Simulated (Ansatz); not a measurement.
# What strain does to NaI (CsCl type)

NaI, CsCl type, relaxed with r2SCAN in Ansatz 0.2.0. It is cubic, Pm-3m (No. 221); a = 4.041 Å in the conventional setting, 32.98 Å³ an atom. Around Na lie 8 I at 3.50 Å; around I lie 8 Na at 3.50 Å.

The axes x, y and z are those of this cell:
```
CELL_PARAMETERS angstrom
4.04054 0.00000 0.00000
0.00000 4.04054 0.00000
0.00000 0.00000 4.04054
ATOMIC_POSITIONS crystal
Na 0.00000 0.00000 0.00000
I 0.50000 0.50000 0.50000
```

Unstrained: The PBE gap is indirect, 2.300 eV (M to Γ), below the direct gap of 2.794 eV at M. The r2SCAN gap is indirect, 3.056 eV (M to Γ), below the direct gap of 3.357 eV at M. With HSE06 the valence top lies at M and the conduction bottom at Γ, 3.243 eV higher; the smallest vertical gap, at M, is 3.670 eV. Meshes: PBE 6×6×6, r2SCAN 6×6×6, HSE06 4×4×4. Strains are changes of length per length. After each strain the atoms were relaxed again with r2SCAN within the symmetry that the strain leaves, so tilts or polar shifts that break it weren't tested; points keep the names that they have in the unstrained zone. One strained cell lies below the unstrained one, which is therefore a saddle: all changes count from an unstable reference. Values at 0 K without nuclear motion; spin polarisation is off, and the phase may be a hypothetical one.

Changes of the least gap in eV (an overlap counts as a negative gap):
```
                                                                   strain  volume change (%)  space group     PBE  r2SCAN   HSE06  energy rise, r2SCAN (meV/atom)
                                        isotropic +2.85 % on every length               +8.8        Pm-3m  -0.113  -0.136  -0.125                            12.1
                                                 uniaxial +1.86 % along x               +1.9       P4/mmm  -0.071  -0.079  -0.076                             1.8
epitaxial +3.6 % in the plane normal to [111], free normal strain -6.30 %               +0.6         R-3m  +0.069  +0.066  +0.074                            -2.7
```

Isotropic +2.85 % on every length. HSE06: the gap goes from 3.243 to 3.118 eV (-0.125 eV). Stress change with r2SCAN, compression positive: xx -1.23, yy -1.23, zz -1.23 GPa. For HSE06, dE_g/d ln V = -1.5 eV over this step.

Uniaxial +1.86 % along x, other directions held. HSE06: the gap goes from 3.243 to 3.167 eV (-0.076 eV). Stress change with r2SCAN, compression positive: xx -0.93, yy 0.00, zz 0.00 GPa.

Epitaxial +3.6 % in the plane normal to [111], free normal strain -6.30 %. HSE06: the gap goes from 3.243 to 3.317 eV (+0.074 eV). Stress change with r2SCAN, compression positive: xx +0.04, yy +0.04, zz +0.04, xy -0.07, xz -0.07, yz -0.07 GPa.

No spin-orbit coupling is included; it can move band edges with weight on the heavy atoms by tenths of an eV.

The meshes of the hybrids are coarse, so their gaps aren't converged to the digits shown.
